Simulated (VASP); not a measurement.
# TiN (Fm-3m) in VASP: settings compared

Aim: see how the results for TiN move with the level of theory and the settings. Levels: r2SCAN, PBE. Tasks: relaxation of cell and atoms.

Everything below comes from runs of VASP 6.6.1. Logs are shortened: lines on timing, memory, paths and dates and some standing lists are left out, and cuts for length are marked.

### 1 Starting point

Symmetry: Fm-3m, No. 225, cubic system. The conventional cell has a = 4.238 Å, b = 4.238 Å, c = 4.238 Å, α = 90.00°, β = 90.00°, γ = 90.00°. Around Ti (site symmetry m-3m) lie 6 N at 2.12 Å. N (site symmetry m-3m) has 6 Ti at 2.12 Å as nearest neighbours.

The cell was built by a generator and needn't be a form met in nature.

### 2 Relaxation of cell and atoms, r2SCAN

File INCAR:

```
PREC     = Accurate       # precision mode
ENCUT    = 600            # plane-wave cutoff, eV
EDIFF    = 1E-6           # SCF threshold, eV
ISMEAR   = 1              # smearing method
SIGMA    = 0.1            # smearing width, eV
LREAL    = F              # projectors in reciprocal space
LASPH    = T              # aspherical terms in the spheres
NELM     = 80             # most SCF steps
ALGO     = Normal         # electronic algorithm
ISIF     = 3              # what is computed and relaxed
LWAVE    = F              # write WAVECAR
LCHARG   = F              # write CHGCAR
METAGGA  = R2SCAN         # meta-GGA
LMIXTAU  = T            
IBRION   = 2              # ionic algorithm
NSW      = 90             # ionic steps
EDIFFG   = -0.01          # ionic threshold
```

File KPOINTS:

```
regular mesh
0
Gamma
  16 16 16
```

File POSCAR:

```
TiN
1.0
    0.0000000000      2.1190000000      2.1190000000
    2.1190000000      0.0000000000      2.1190000000
    2.1190000000      2.1190000000      0.0000000000
Ti N
1 1
Direct
    0.0000000000      0.0000000000      0.0000000000
    0.5000000000      0.5000000000      0.5000000000
```

Potentials or basis: VASP PAW PBE potentials, release 64 (Ti_sv, N).

The run is started by

```bash
$ cat potpaw_PBE.64/Ti_sv/POTCAR potpaw_PBE.64/N/POTCAR > POTCAR
$ mpirun -np 1 vasp_std > vasp.out
```

OUTCAR:

```text
PREC = Accurate
   ENCUT = 600
   EDIFF = 1E-6
   ISMEAR = 1
   LREAL = F
   LASPH = T
   NELM = 80
   ISIF = 3
   METAGGA = R2SCAN
   IBRION = 2
   NSW = 90
   EDIFFG = -0.01

 ion  position               nearest neighbor table
   1  0.000  0.000  0.000-   2 2.12   2 2.12   2 2.12   2 2.12   2 2.12   2 2.12
   2  0.500  0.500  0.500-   1 2.12   1 2.12   1 2.12   1 2.12   1 2.12   1 2.12

  LATTYP: Found a face centered cubic cell.
 ALAT       =     4.2380000000

  Lattice vectors:

 A1 = (   0.0000000000,   2.1190000000,   2.1190000000)
 A2 = (   2.1190000000,   0.0000000000,   2.1190000000)
 A3 = (   2.1190000000,   2.1190000000,   0.0000000000)

Analysis of symmetry for initial positions (statically):
=====================================================================
 Subroutine PRICEL returns:
 Original cell was already a primitive cell.

 Routine SETGRP: Setting up the symmetry group for a
 face centered cubic supercell.

 Subroutine GETGRP returns: Found 48 space group operations
 (whereof 48 operations were pure point group operations)
 out of a pool of 48 trial point group operations.

The static configuration has the point symmetry O_h .

Analysis of symmetry for dynamics (positions and initial velocities):
=====================================================================
 Subroutine PRICEL returns:
 Original cell was already a primitive cell.

 Routine SETGRP: Setting up the symmetry group for a
 face centered cubic supercell.

 Subroutine GETGRP returns: Found 48 space group operations
 (whereof 48 operations were pure point group operations)
 out of a pool of 48 trial point group operations.

The dynamic configuration has the point symmetry O_h .

 Subroutine INISYM returns: Found 48 space group operations
 (whereof 48 operations are pure point group operations),
 and found     1 'primitive' translations

----------------------------------------------------------------------------------------

                                     Primitive cell

  volume of cell :      19.0293

  direct lattice vectors                    reciprocal lattice vectors
     0.000000000  2.119000000  2.119000000    -0.235960359  0.235960359  0.235960359
     2.119000000  0.000000000  2.119000000     0.235960359 -0.235960359  0.235960359
     2.119000000  2.119000000  0.000000000     0.235960359  0.235960359 -0.235960359

  length of vectors
     2.996718539  2.996718539  2.996718539     0.408695330  0.408695330  0.408695330

  position of ions in fractional coordinates (direct lattice)
     0.000000000  0.000000000  0.000000000
     0.500000000  0.500000000  0.500000000

  ion indices of the primitive-cell ions
   primitive index   ion index
                 1           1
                 2           2

----------------------------------------------------------------------------------------

 KPOINTS: regular mesh

Automatic generation of k-mesh.
 Grid dimensions read from file:
 generate k-points for:   16   16   16

 Generating k-lattice:

  Cartesian coordinates                     Fractional coordinates (reciprocal lattice)
    -0.014747522  0.014747522  0.014747522     0.062500000  0.000000000  0.000000000
     0.014747522 -0.014747522  0.014747522     0.000000000  0.062500000  0.000000000
     0.014747522  0.014747522 -0.014747522     0.000000000  0.000000000  0.062500000

  Length of vectors
     0.025543458  0.025543458  0.025543458

  Shift w.r.t. Gamma in fractional coordinates (k-lattice)
     0.000000000  0.000000000  0.000000000

 Subroutine IBZKPT returns following result:
 ===========================================

 Found    145 irreducible k-points:

 Following reciprocal coordinates:
            Coordinates               Weight
  0.000000  0.000000  0.000000      1.000000
  0.062500  0.000000  0.000000      8.000000
  0.125000  0.000000  0.000000      8.000000
  0.187500  0.000000  0.000000      8.000000
  0.250000  0.000000  0.000000      8.000000
  0.312500  0.000000  0.000000      8.000000
[... 16 lines left out ...]
 -0.125000  0.062500  0.000000     24.000000
 -0.062500  0.062500  0.000000     12.000000
 [... further k-points ...]
   k-points           NKPTS =    145   k-points in BZ     NKDIM =    145   number of bands    NBANDS=     12
   number of dos      NEDOS =    301   number of ions     NIONS =      2
   total plane-waves  NPLWV =  13824
   dimension x,y,z NGX =    24 NGY =   24 NGZ =   24
   dimension x,y,z NGXF=    48 NGYF=   48 NGZF=   48
   ions per type =               1   1
   NGX,Y,Z   is equivalent  to a cutoff of  13.31, 13.31, 13.31 a.u.
   NGXF,Y,Z  is equivalent  to a cutoff of  26.63, 26.63, 26.63 a.u.
 SYSTEM =  unknown system
   PREC   = accura    normal or accurate (medium, high low for compatibility)
   ISTART =      0    job   : 0-new  1-cont  2-samecut
   ICHARG =      2    charge: 1-file 2-atom 10-const
   ISPIN  =      1    spin polarized calculation?
   LNONCOLLINEAR =      F non collinear calculations
   LSORBIT =      F    spin-orbit coupling
   LASPH  =      T    aspherical Exc in radial PAW
   ENCUT  =  600.0 eV  44.10 Ry    6.64 a.u.   5.99  5.99  5.99*2*pi/ulx,y,z
   NELM   =     80;   NELMIN=  2; NELMDL= -5     # of ELM steps
   EDIFF  = 0.1E-05   stopping-criterion for ELM
   LREAL  =      F    real-space projection
   EDIFFG = -.1E-01   stopping-criterion for IOM
   NSW    =     90    number of steps for IOM
   IBRION =      2    ionic relax: 0-MD 1-quasi-New 2-CG
   NFREE  =      1    steps in history (QN), initial steepest desc. (CG)
   ISIF   =      3    stress and relaxation
   ISYM   =      2    0-nonsym 1-usesym 2-fastsym
   POTIM  = 0.5000    time-step for ionic-motion
   TEBEG  =    0.0;   TEEND  =   0.0 temperature during run
   PSTRESS=    0.0 pullay stress
   NELECT =      17.0000    total number of electrons
   NUPDOWN=      -1.0000    fix difference up-down
   EMIN   =  10.00;   EMAX   =-10.00  energy-range for DOS
   EFERMI =   0.00;   METHOD = LEGACY
   ISMEAR =     1;   SIGMA  =   0.10  broadening in eV -4-tet -1-fermi 0-gaus
   EFERMI_NEDOS =   21; number of points for ismear=-14 and -15
   IALGO  =     38    algorithm
   IMIX   =      4    mixing-type and parameters
     AMIX     =   0.40;   BMIX     =  1.00
     AMIX_MAG =   1.60;   BMIX_MAG =  1.00
  volume/ion in A,a.u.               =       9.51        64.21
  Fermi-wavevector in a.u.,A,eV,Ry     =   1.576704  2.979539 33.824024  2.485996
  Thomas-Fermi vector in A             =   2.677497
   LORBIT       =      0    0 simple, 1 ext, 2 COOP (PROOUT), +10 PAW based schemes
   METAGGA = R2SCAN    functional components
   LHFCALC =     F    Hartree Fock is set to
   AEXX    =    0.0000 exact exchange contribution
   IVDW    =     0    specifies the selected vdW correction
   LEPSILON=     F    determine dielectric tensor
   LRPA    =     F    only Hartree local field effects (RPA)
 conjugate gradient relaxation of ions
 non-spin polarized calculation
 Methfessel and Paxton  Order N= 1 SIGMA  =   0.10
  energy-cutoff  :      600.00
  volume of cell :       19.03
 maximum number of plane-waves:       652
   NGX = 11   NGY = 11   NGZ = 11

--------------------------------------- Ionic step        1  -------------------------------------------

 number of electron      17.0000002 magnetization

 Free energy of the ion-electron system (eV)
  ---------------------------------------------------
  ext. energy  EPLUGINS =         0.00000000
  ---------------------------------------------------
  free energy    TOTEN  =       -26.01481499 eV

  energy without entropy =      -26.01354974  energy(sigma->0) =      -26.01439324

------------------------ aborting loop because EDIFF is reached ----------------------------------------

  FORCE on cell =-STRESS in cart. coord.  units (eV):
  Direction    XX          YY          ZZ          XY          YZ          ZX
  --------------------------------------------------------------------------------------
  -------------------------------------------------------------------------------------
  Total        0.0579536      0.0579536      0.0579536      0.0000000      0.0000000     -0.0000000
  in kB        4.8794182      4.8794182      4.8794182      0.0000000      0.0000000     -0.0000000
  external PRESSURE =       4.8794182 kB  Pullay stress =       0.0000000 kB
[... 57 lines left out ...]
  energy  without entropy=      -26.0134760899  energy(sigma->0) =      -26.01431625

--------------------------------------- Ionic step        3  -------------------------------------------

 number of electron      17.0000002 magnetization

 Free energy of the ion-electron system (eV)
  ---------------------------------------------------
  ext. energy  EPLUGINS =         0.00000000
  ---------------------------------------------------
  free energy    TOTEN  =       -26.01485329 eV

  energy without entropy =      -26.01358944  energy(sigma->0) =      -26.01443201

 E-fermi :  11.6787     XC(G=0): -13.8837

 val. band max:       11.6771335359   @ k =  -0.3125   0.4375   0.1250
 cond. band min:      11.6818379685   @ k =   0.1250   0.0625   0.0000
 fundamental gap:      0.0047044326
 Fermi energy:        11.6787181169

 k-point     1 :       0.0000    0.0000    0.0000
  band No.  band energies     occupation
      1     -48.7014      2.00000
      2     -23.6381      2.00000
      3     -23.6381      2.00000
      4     -23.6381      2.00000
      5      -6.5976      2.00000
      6       9.2839      2.00000
      7       9.2839      2.00000
      8       9.2839      2.00000
      9      11.0470      2.00000
     10      11.0470      2.00000
     11      11.0470      2.00000
     12      12.2496     -0.00000
[... 331 lines left out ...]
 k-point    24 :      -0.0625    0.0625    0.0000
  band No.  band energies     occupation
      1     -48.6917      2.00000
      2     -23.7014      2.00000
      3     -23.6541      2.00000
      4     -23.6389      2.00000
      5      -6.3970      2.00000
      6       8.2136      2.00000
      7       8.4398      2.00000
      8       8.7841      2.00000
      9      11.1672      2.00000
     10      11.4264      2.00209
     11      11.5648      2.06838
     12      12.6913     -0.00000

 [... further k-points ...]

------------------------ aborting loop because EDIFF is reached ----------------------------------------

  FORCE on cell =-STRESS in cart. coord.  units (eV):
  Direction    XX          YY          ZZ          XY          YZ          ZX
  --------------------------------------------------------------------------------------
  -------------------------------------------------------------------------------------
  Total       -0.0056954     -0.0056954     -0.0056954     -0.0000000      0.0000000      0.0000000
  in kB       -0.4787960     -0.4787960     -0.4787960     -0.0000000      0.0000000      0.0000000
  external PRESSURE =      -0.4787960 kB  Pullay stress =       0.0000000 kB
[... 17 lines left out ...]
  FREE ENERGIE OF THE ION-ELECTRON SYSTEM (eV)
  ---------------------------------------------------
  free  energy   TOTEN  =       -26.0148532929 eV

  energy  without entropy=      -26.0135894361  energy(sigma->0) =      -26.01443201

 reached required accuracy - stopping structural energy minimisation
```

Run time: 3.3 min. Hardware: 1 thread of Intel Xeon Platinum 8488C (Sapphire Rapids), shared host; peak memory 0.18 GiB.

Results:

* Free energy: -26.0149 eV
* Relaxed volume: 9.53 Å³/atom
* Relaxed cell: a = 2.998 Å, b = 2.998 Å, c = 2.998 Å, α = 60.00°, β = 60.00°, γ = 60.00°
* Space group after relaxing (to 0.05 Å): Fm-3m (No. 225)
* Energy gained by relaxing: 0.0 meV/atom
* Ionic steps: 3
* Pressure after relaxing: 0.0 GPa
* Band gap on the k mesh: none (metal or under the smearing width)

Final structure:
```
Ti N
1.0
     0.00000    2.12007    2.12007
     2.12007    0.00000    2.12007
     2.12007    2.12007    0.00000
Ti N
1 1
Cartesian
  0.0000 0.0000 0.0000
  2.1201 2.1201 2.1201
```

Levels at points of the mesh, in eV from the Fermi level:
| k point | band 5 | band 6 | band 7 | band 8 | band 9 | band 10 | band 11 | band 12 |
| --- | --- | --- | --- | --- | --- | --- | --- | --- |
| (0.00, 0.00, 0.00) | -18.28 | -2.39 | -2.39 | -2.39 | -0.63 | -0.63 | -0.63 | 0.57 |
| (0.50, 0.00, 0.00) | -15.84 | -8.52 | -5.93 | -5.93 | 1.72 | 1.72 | 2.42 | 5.92 |
| (0.50, 0.50, 0.00) | -16.92 | -6.28 | -3.63 | -3.63 | -3.11 | 1.65 | 2.43 | 2.43 |

Caveat: the PAW data sets were made with another functional, which shifts forces and pressure a little.

(Part 1 of 2 ends here.)
